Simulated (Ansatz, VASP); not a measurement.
# Ba in VASP and in Ansatz

Contents of INCAR:

```
SYSTEM = Ba
ALGO = Normal
EDIFF = 1E-6
ENCUT = 520
GGA = PE
ISIF = 2
ISMEAR = -1
LASPH = .True.
LCHARG = .False.
LREAL = .False.
LWAVE = .False.
NBANDS = 11
NELM = 100
PREC = Accurate
SIGMA = 0.2
```

File KPOINTS:

```
k-points
0
Gamma
  9 9 9
  0 0 0
```

POSCAR

```
Ba
1.0
   -2.5124914082      2.5124914082      2.5124914082
    2.5124914082     -2.5124914082      2.5124914082
    2.5124914082      2.5124914082     -2.5124914082
Ba
1
Direct
    0.0000000000      0.0000000000      0.0000000000
```

Input for Ansatz:

```yaml
crystal:
  lattice:
    - [-2.5124914082, 2.5124914082, 2.5124914082]
    - [2.5124914082, -2.5124914082, 2.5124914082]
    - [2.5124914082, 2.5124914082, -2.5124914082]
  atoms:
    - { symbol: Ba, position: [0.0, 0.0, 0.0] }
hamiltonian:
  xc: pbe
  pseudopotentials:
    kind: paw
    azcp:
      Ba: "pseudopotentials/Ba.paw.azcp"
basis:
  ecutwfc: 420
  fft_grid_basis: typed
kpoints:
  mp_grid: { grid: [9, 9, 9], shift: [0, 0, 0] }
magnetization:
  spin_polarized: false
scf:
  occupations: { method: fermi_dirac, width: 0.2 }
  lower_state_search: "off"
output:
  stress: true
```

Alike in both runs: task single point; functional PBE; k mesh 9 × 9 × 9; occupations fermi-dirac, width 0.2 eV; no spin polarisation.

```csv
,VASP,Ansatz
version,VASP 6.6.1,Ansatz 0.2.0
potentials or method,"VASP PAW PBE potentials, release 64 (Ba_sv)","plane waves (420 eV) with PAW, scalar-relativistic"
plane-wave cutoff (eV),520,420
valence electrons in the cell,10,10
```

|  | VASP | Ansatz | Ansatz less VASP |
| --- | --- | --- | --- |
| pressure (GPa) | 0.2 | 0.1 | -0.05 |

The functional is the same, so the differences come from potentials, cutoffs and numerics.

Spin-orbit coupling is left out, which matters for the levels of Ba.
